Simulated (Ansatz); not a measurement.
Start from CoPt (space group P4/mmm, No. 123; a = 2.697 Å, c = 3.722 Å; ferromagnetic; relaxed with 0.1 eV smearing). Axes: x, y, z lie along a, b, c of the conventional cell.

(Cell as relaxed with PBE.)

Levels (all Ansatz, a program for electronic structure, PAW): PBE (420 eV, no SOC); r2SCAN (500 eV, no spin-orbit coupling).

Each level relaxes its own structure.

```json
[
 {"base": "volume per atom", "PBE": "13.54 Å³", "r2SCAN": "13.36 Å³"},
 {"base": "lattice parameter a", "PBE": "2.697 Å", "r2SCAN": "2.677 Å"},
 {"base": "band gap", "PBE": "zero", "r2SCAN": "zero"},
 {"base": "largest site moment", "PBE": "1.94 μB", "r2SCAN": "2.20 μB"}
]
```

The change: a pure shear with ε_xy = ε_yx = 0.0392, atoms relaxed at fixed cell.

| quantity | PBE | r2SCAN |
|---|---|---|
| energy relative to the base (free energy F) | +17 meV/atom | … |
| magnetic state | ferromagnetic | … |
| pressure (mean of the normal stresses, compression positive) | 0.9 GPa | … |
| shortest interatomic distance | 2.612 Å | … |

Q: Given the PBE results, estimate those of r2SCAN.

A: 
- energy relative to the base (free energy F), r2SCAN: +4.8 meV/atom
- magnetic state, r2SCAN: ferromagnetic
- pressure (mean of the normal stresses, compression positive), r2SCAN: 2.0 GPa
- shortest interatomic distance, r2SCAN: 2.605 Å

PBE's energy relative to the base lies 13 meV/atom above r2SCAN's; PBE's pressure lies 1.1 GPa below r2SCAN's; PBE's shortest interatomic distance lies 0.007 Å above r2SCAN's (0.3 %); the two agree on the magnetic state. Neither level is exact; r2SCAN is the comparison here, not a measurement.

Other magnetic orders, which the real material may have, were not ruled out. The cells carry an imposed strain or load. Whether these cells are dynamically stable was not tested.
